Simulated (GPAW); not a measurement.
# SnTe (Fm-3m) in GPAW: notebook

The runs below take SnTe through single point, with PBE.

Everything below comes from runs of GPAW 26.7.0. Logs are shortened: lines on timing, memory, paths and dates and some standing lists are left out, and cuts for length are marked. The log counts tension as positive stress, the text compression.

**The experiment to reproduce.**

From a printed reference work, textbook, for a bulk crystal of SnTe at 300 K: band gap 0.18 eV (direct).

The runs below are set against these values where they give the same quantity.

### 1 The crystal as given

Symmetry: Fm-3m, No. 225, cubic system. Conventional cell: a = 6.302 Å, b = 6.302 Å, c = 6.302 Å, α = 90.00°, β = 90.00°, γ = 90.00°. Around Te (site symmetry m-3m) lie 6 Sn at 3.15 Å. Sn (site symmetry m-3m) is surrounded by 6 Te at 3.15 Å.

### 2 Single point, PBE

File run.py:

```python
from ase.dft.bandgap import bandgap
from ase.io import read, write
from ase.units import GPa
from gpaw import GPAW, PW

atoms = read('POSCAR')

calc = GPAW(mode=PW(400),
            xc='PBE',
            kpts={'size': (6, 6, 6), 'gamma': True},
            occupations={'name': 'fermi-dirac', 'width': 0.05},
            nbands=19,
            maxiter=120,
            txt='gpaw.txt')
atoms.calc = calc
energy = atoms.get_potential_energy()
forces = atoms.get_forces()
stress = atoms.get_stress()
calc.write('gs.gpw')
write('result.traj', atoms)
print(f'Energy: {energy:.6f} eV')
print('Forces (eV/A):')
print(forces.round(4))
print('Stress (GPa):', (stress / GPa).round(3))
print('Fermi level:', round(calc.get_fermi_level(), 4), 'eV')
print(f'Gap: {bandgap(calc)[0]:.4f} eV, direct: {bandgap(calc, direct=True)[0]:.4f} eV')
```

File POSCAR:

```
SnTe
1.0
    0.0000000000      3.1508500000      3.1508500000
    3.1508500000      0.0000000000      3.1508500000
    3.1508500000      3.1508500000      0.0000000000
Te Sn
1 1
Direct
    0.5000000000      0.5000000000      0.5000000000
    0.0000000000      0.0000000000      0.0000000000
```

Potentials or basis: GPAW PAW data sets (gpaw-data 1.2.1), pw.

Started as:

```
$ OMP_NUM_THREADS=1 python run.py
```

gpaw.txt:

```text
__  _  _
 | _ |_)|_||  |
 |__||  | ||/\| - 26.7.0

Input parameters:
  mode=PW(ecut=400.0),
  kpts=MonkhorstPack(size=(6, 6, 6), gamma=True),
  maxiter=120,
  nbands=19,
  occupations=Occupations(name='fermi-dirac', width=0.05),
  xc=XC(name='PBE')

Diagonalizing LCAO Hamiltonian
Converting LCAO to pw mode

                 Te

       Sn

Atoms  # Å, Bohr magnetons
|   | symbol |        x |        y |        z |    initial magnetic moments |
|---|--------|----------|----------|----------|-----------------------------|
| 0 |     Te | 3.150850 | 3.150850 | 3.150850 | ( 0.0000,  0.0000,  0.0000) |
| 1 |     Sn | 0.000000 | 0.000000 | 0.000000 | ( 0.0000,  0.0000,  0.0000) |

Unit cell  # Å
| periodic |        x |        y |        z |  lengths |    angles |
|----------|----------|----------|----------|----------|-----------|
|      yes | 0.000000 | 3.150850 | 3.150850 | 4.455975 | 60.000000 |
|      yes | 3.150850 | 0.000000 | 3.150850 | 4.455975 | 60.000000 |
|      yes | 3.150850 | 3.150850 | 0.000000 | 4.455975 | 60.000000 |

Number of symmetries: 48
Symmetry operations  # r_c * U_cc + t_c -> r_c
|    | kind |            matrix            |
|----|------|------------------------------|
|  0 |  σ   |  1, 0, 0,  1, 0,-1,  1,-1, 0 |
|  1 |  C2  |  1, 0, 0,  1,-1, 0,  1, 0,-1 |
|  2 |  E   |  1, 0, 0,  0, 1, 0,  0, 0, 1 |
|  3 |  σ   |  1, 0, 0,  0, 0, 1,  0, 1, 0 |
|  4 |  C4  |  1, 0,-1,  1, 0, 0,  1,-1, 0 |
|  5 |  S6  |  1, 0,-1,  1,-1, 0,  1, 0, 0 |
|  6 |  σ   |  1, 0,-1,  0, 1,-1,  0, 0,-1 |
|  7 |  C3  |  1, 0,-1,  0, 0,-1,  0, 1,-1 |
|  8 |  S6  |  1,-1, 0,  1, 0, 0,  1, 0,-1 |
|  9 |  C4  |  1,-1, 0,  1, 0,-1,  1, 0, 0 |
| 10 |  C3  |  1,-1, 0,  0,-1, 1,  0,-1, 0 |
| 11 |  σ   |  1,-1, 0,  0,-1, 0,  0,-1, 1 |
| 12 |  σ   |  0, 1, 0,  1, 0, 0,  0, 0, 1 |
| 13 |  C4  |  0, 1, 0,  0, 1,-1, -1, 1, 0 |
| 14 |  C3  |  0, 1, 0,  0, 0, 1,  1, 0, 0 |
| 15 |  S6  |  0, 1, 0, -1, 1, 0,  0, 1,-1 |
| 16 |  C2  |  0, 1,-1,  1, 0,-1,  0, 0,-1 |
| 17 |  σ   |  0, 1,-1,  0, 1, 0, -1, 1, 0 |
| 18 |  S4  |  0, 1,-1,  0, 0,-1,  1, 0,-1 |
| 19 |  C4  |  0, 1,-1, -1, 1, 0,  0, 1, 0 |
| 20 |  C3  |  0, 0, 1,  1, 0, 0,  0, 1, 0 |
| 21 |  σ   |  0, 0, 1,  0, 1, 0,  1, 0, 0 |
| 22 |  S6  |  0, 0, 1,  0,-1, 1, -1, 0, 1 |
| 23 |  C4  |  0, 0, 1, -1, 0, 1,  0,-1, 1 |
| 24 |  S4  |  0, 0,-1,  1, 0,-1,  0, 1,-1 |
| 25 |  C3  |  0, 0,-1,  0, 1,-1,  1, 0,-1 |
| 26 |  C2  |  0, 0,-1,  0,-1, 0, -1, 0, 0 |
| 27 |  S6  |  0, 0,-1, -1, 0, 0,  0,-1, 0 |
| 28 |  S4  |  0,-1, 1,  1,-1, 0,  0,-1, 0 |
| 29 |  C4  |  0,-1, 1,  0, 0, 1, -1, 0, 1 |
| 30 |  C2  |  0,-1, 1,  0,-1, 0,  1,-1, 0 |
| 31 |  σ   |  0,-1, 1, -1, 0, 1,  0, 0, 1 |
| 32 |  C3  |  0,-1, 0,  1,-1, 0,  0,-1, 1 |
| 33 |  S6  |  0,-1, 0,  0, 0,-1, -1, 0, 0 |
| 34 |  S4  |  0,-1, 0,  0,-1, 1,  1,-1, 0 |
| 35 |  C2  |  0,-1, 0, -1, 0, 0,  0, 0,-1 |
| 36 |  C2  | -1, 1, 0,  0, 1, 0,  0, 1,-1 |
| 37 |  S6  | -1, 1, 0,  0, 1,-1,  0, 1, 0 |
| 38 |  S4  | -1, 1, 0, -1, 0, 1, -1, 0, 0 |
| 39 |  C3  | -1, 1, 0, -1, 0, 0, -1, 0, 1 |
| 40 |  S6  | -1, 0, 1,  0, 0, 1,  0,-1, 1 |
| 41 |  C2  | -1, 0, 1,  0,-1, 1,  0, 0, 1 |
| 42 |  C3  | -1, 0, 1, -1, 1, 0, -1, 0, 0 |
| 43 |  S4  | -1, 0, 1, -1, 0, 0, -1, 1, 0 |
| 44 |  C2  | -1, 0, 0,  0, 0,-1,  0,-1, 0 |
| 45 |  i   | -1, 0, 0,  0,-1, 0,  0, 0,-1 |
| 46 |  σ   | -1, 0, 0, -1, 1, 0, -1, 0, 1 |
| 47 |  C2  | -1, 0, 0, -1, 0, 1, -1, 1, 0 |

BZ-sampling:
  Number of BZ points: 216
  Number of IBZ points: 16

  Monkhorst-Pack size: [6, 6, 6]
  Monkhorst-Pack shift: [0.08333333333333333, 0.08333333333333333, 0.08333333333333333]

K-points  # in reciprocal-cell coordinates
|     |                                coordinates |     weight |
|-----|--------------------------------------------|------------|
|   0 | (  0.00000000,   0.00000000,   0.00000000) | 0.00462963 |
|   1 | (  0.16666667,   0.16666667,   0.00000000) | 0.02777778 |
|   2 | (  0.16666667,   0.16666667,   0.16666667) | 0.03703704 |
|   3 | (  0.33333333,   0.16666667,   0.16666667) | 0.05555556 |
|   4 | (  0.33333333,   0.33333333,  -0.33333333) | 0.05555556 |
|   5 | (  0.33333333,   0.33333333,   0.00000000) | 0.02777778 |
|   6 | (  0.33333333,   0.33333333,   0.16666667) | 0.11111111 |
|   7 | (  0.33333333,   0.33333333,   0.33333333) | 0.03703704 |
|   8 | (  0.50000000,   0.33333333,  -0.33333333) | 0.11111111 |
|   9 | (  0.50000000,   0.33333333,  -0.16666667) | 0.05555556 |
| ... |                                            |            |
|  15 | (  0.50000000,   0.50000000,   0.50000000) | 0.01851852 |

Plane wave coefficients: 1158
Cutoff: 400.0 eV

Spin-components: 1 (collinear spins)
Bands:           19
Projectors:      11
Spin-degeneracy: 2
Datatype:        complex128

Parallelization:
  kpt:    1
  domain: 1
  band:   1

Density:
  Valence electrons: 20.0
  Components: 1
  Grid points: [21 21 21]
  Charge: 0.0  # |e|

Potential:
  Grid points: [21 21 21]

species:
  Te:
    name:    Tellurium
    Z:       52.0
    valence: 6
    core:    46
    charge:  0.0  # [|e|]
    compensation charges:
      type: gauss
      rc: 0.36  # [Å]
      lmax: 2
    cutoffs:
      filter: 2.09  # [Å]
      core: 3.17  # [Å]
    projectors
    | kind |    occ | energy [eV] | rcut [Å] |
    |------|--------|-------------|----------|
    |   5s |  2.000 |     -15.089 |    1.180 |
    |   5p |  4.000 |      -5.955 |    1.196 |
    |    s |        |      12.123 |    1.180 |
    |    p |        |      21.256 |    1.196 |
    |    d |        |       0.000 |    1.238 |

    Using partial waves for Te as LCAO basis

  Sn:
    name:    Tin
    Z:       50.0
    valence: 14
    core:    36
    charge:  0.0  # [|e|]
    compensation charges:
      type: gauss
      rc: 0.38  # [Å]
      lmax: 2
    cutoffs:
      filter: 2.23  # [Å]
      core: 2.35  # [Å]
    projectors
    | kind |    occ | energy [eV] | rcut [Å] |
    |------|--------|-------------|----------|
    |   5s |  2.000 |     -10.538 |    1.201 |
    |   5p |  2.000 |      -3.696 |    1.270 |
    |   4d | 10.000 |     -25.845 |    1.185 |
    |    s |        |      16.674 |    1.201 |
    |    p |        |      23.515 |    1.270 |
    |    d |        |       1.367 |    1.185 |

    Using partial waves for Sn as LCAO basis

Reference energy: -352801.376741  # eV

eigensolver:
  PPCG
  Converge bands: occupied
  niter=2

density mixing:
  MSR1-Mixer
  Pratt-step length: 0.05
  Maximum mixing coefficient: 0.75
  Old densities: 10
  SVD Regularization: 0.005
  Good broyden scale: 1.0
  Trust region scale: 1.0
  Backstep threshold: 4.0
  History deletion threshold: 6.0
  Fourier metric: weight=20.0, sigma=0.015

occupation numbers:
  Fermi-Dirac:
    width: 0.0500  # eV

poisson solver:
  ecut: 3200.0  # eV

xc functional:
  name: PBE with 2 nearest neighbor stencil

convergence criteria:
- Maximum [total energy] change in last 3 cyles: 0.0005 eV / valence electron
- Maximum integral of absolute [dens]ity change: 0.0001 electrons / valence electron
- Maximum integral of absolute [eigenst]ate change: 4e-08 eV^2 / valence electron
maximum number of iterations: 120

SCF iterations
|iter     | |      energy | eigst |  dens |
|---------|-|-------------|-------|-------|
|iter:   1| |   -7.719372 | -0.23 |       |
|iter:   2| |   -7.712681 | -2.40 | -1.48 |
|iter:   3| |   -7.680984 | -2.75 | -1.52 |
|iter:   4| |   -7.682139 | -4.26 | -2.12 |
|iter:   5| |   -7.682333c| -4.94 | -2.62 |
|iter:   6| |   -7.682340c| -6.32 | -3.34 |
|iter:   7| |   -7.682341c| -7.63c| -4.17c|

Converged in 7 steps
Energy contributions relative to reference atoms: (reference = -352801.376741)

Energy contributions:
  Kinetic:          16.483288
  Coulomb:         -16.452364
  Zero:              0.242512
  External:          0.000000
  Xc:               -7.954674
  Entropy:          -0.002204
  Spinorbit:         0.000000
  ----------------------------
  Free energy:      -7.683443
  Extrapolated:     -7.682341

dipole moment: (-21.374331, -21.374331, -21.374331)  # |e|*Ang

Fermi level: 6.521
Eigenvalues  # (at kpt = [0.000, 0.000, 0.000])
| band index |      eig [eV] | occ [0-2] |
|------------|---------------|-----------|
|          0 |       -15.417 |     2.000 |
|        ... |               |           |
|          2 |       -15.410 |     2.000 |
|          3 |       -15.410 |     2.000 |
|          4 |       -15.410 |     2.000 |
|          5 |        -6.328 |     2.000 |
|          6 |         1.798 |     2.000 |
|          7 |         4.309 |     2.000 |
|          8 |         4.309 |     2.000 |
|          9 |         4.309 |     2.000 |
|         10 |         9.804 |     0.000 |
|         11 |         9.804 |     0.000 |
|         12 |         9.804 |     0.000 |
|         13 |        11.240 |     0.000 |
|         14 |        11.240 |     0.000 |
|         15 |        11.240 |     0.000 |
|         16 |        13.298 |     0.000 |
|         17 |        13.380 |     0.000 |
|         18 |        13.380 |     0.000 |

Gap: 0.104 eV
Transition (v -> c):
  (s=0, k=15, n=9, [0.50, 0.50, 0.50]) -> (s=0, k=15, n=10, [0.50, 0.50, 0.50])
No difference between direct/indirect transitions

Forces  # eV/Ang
|        x |       y |        z |
|----------|---------|----------|
| -0.00000 | 0.00000 |  0.00000 |  # Te   0
|  0.00000 | 0.00000 | -0.00000 |  # Sn   1

Stress tensor  # eV/Ang^3
|         x |         y |         z |
|-----------|-----------|-----------|
| -0.001489 |  0.000000 |  0.000000 |
|  0.000000 | -0.001489 |  0.000000 |
|  0.000000 |  0.000000 | -0.001489 |

# Writing to gs.gpw (mode='')
```

It took 4.4 s on 1 thread of Intel Xeon 6975P-C (Granite Rapids), shared host; peak memory 0.14 GiB.

The run converged, but some of its settings lie outside the range that counts as converged, so its numbers aren't taken as properties of the crystal.

What came out:

```
Free energy            : -7.6834 eV
Pressure               : 0.2 GPa
Band gap on the k mesh : 0.10 eV, direct
```

Caveat: the cutoff is short for stress and forces, so pressures can be off by a GPa or more; spin-orbit coupling is left out, which moves the levels of the heavy elements.

### 3 Single point, PBE

run.py, as its differences from that of step 2:

```diff
@@ -5,5 +5,5 @@
 
-atoms = read('POSCAR')
+atoms = read('SnTe.xyz')
 
-calc = GPAW(mode=PW(400),
+calc = GPAW(mode=PW(450),
             xc='PBE',
```

File SnTe.xyz:

```xyz
2
Lattice="0.0000000000 3.1508500000 3.1508500000 3.1508500000 0.0000000000 3.1508500000 3.1508500000 3.1508500000 0.0000000000" Properties=species:S:1:pos:R:3 pbc="T T T"
Te     3.1508500000      3.1508500000      3.1508500000
Sn     0.0000000000      0.0000000000      0.0000000000
```

Potentials or basis: GPAW PAW data sets (gpaw-data 1.2.1), pw.

Started as:

```
$ OMP_NUM_THREADS=1 python run.py
```

Wall time 11 s (1 thread of Intel Xeon Platinum 8259CL at 2.50GHz (Skylake/Cascade Lake), shared host); peak memory 0.15 GiB.

Results (log left out):

| Quantity | Value |
| --- | --- |
| Free energy | -7.7706 eV |
| Pressure | 1.2 GPa |
| Band gap on the k mesh | 0.11 eV, direct |

Levels at points of the mesh, in eV from the valence-band top:
```tsv
k point	band 8	band 9	band 10	band 11	band 12	band 13
(0.00, 0.00, 0.00)	-2.16	-2.16	-2.16	3.33	3.33	3.33
(0.50, 0.50, 0.00)	-5.59	-3.76	-3.76	2.17	4.91	4.91
(0.50, 0.50, 0.50)	-1.82	-1.82	0.00	0.11	0.35	0.35
```

Caveat: the cutoff is short for stress and forces, so pressures can be off by a GPa or more; spin-orbit coupling is left out, which moves the levels of the heavy elements.

### 4 Comparison with measurements

Step 3. Against the measured gap of SnTe, 0.18 eV (direct; 300 K; a printed reference work, textbook), the calculated 0.11 eV is off by -0.07 eV. Spin-orbit coupling on Sn, Te is left out. The value is that of PBE on a finite k mesh, which can miss the band edges, without temperature or zero-point motion. Semilocal functionals fall short of measured gaps as a rule.
